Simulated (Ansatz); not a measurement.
## Co at several levels of theory

One geometry, relaxed with PBE, and single points on it; plane waves with PAW potentials in Ansatz, scalar-relativistic unless the row names spin-orbit coupling. Collinear spin, ending at 1.6 μB a primitive cell. Meshes are on the primitive cell of 1 atom. Gaps are the least over mesh and band path; pressure is positive in compression. Smearing is Gaussian, 0.10 eV.

```cif
data_structure
_symmetry_space_group_name_H-M 'Fm-3m'
_symmetry_Int_Tables_number 225
_cell_length_a 3.5203
_cell_length_b 3.5203
_cell_length_c 3.5203
_cell_angle_alpha 90.000
_cell_angle_beta 90.000
_cell_angle_gamma 90.000
_cell_volume 43.63
loop_
_atom_site_label
_atom_site_type_symbol
_atom_site_symmetry_multiplicity
_atom_site_Wyckoff_symbol
_atom_site_fract_x
_atom_site_fract_y
_atom_site_fract_z
_atom_site_occupancy
Co1 Co 4 a 0.00000 0.00000 0.00000 1
```

| level | cutoff (eV) | k mesh | gap (eV) | pressure (GPa) | largest moment (μB) | rough cost with bands (core-min) |
| --- | --- | --- | --- | --- | --- | --- |
| PBE | 420 | 20×20×20 | 0 | 0.0 | 1.71 | 0.3 |

What do r2SCAN, PBEsol give on the same cell?

| level | cutoff (eV) | k mesh | gap (eV) | pressure (GPa) | largest moment (μB) | rough cost with bands (core-min) |
| --- | --- | --- | --- | --- | --- | --- |
| r2SCAN | 500 | 20×20×20 | 0 | -1.5 | 1.95 | 0.7 |
| PBEsol | 420 | 20×20×20 | 0 | -10.0 | 1.71 | 0.4 |

The state reached may not be the lowest one.

This fcc form isn't the element's structure at ambient conditions.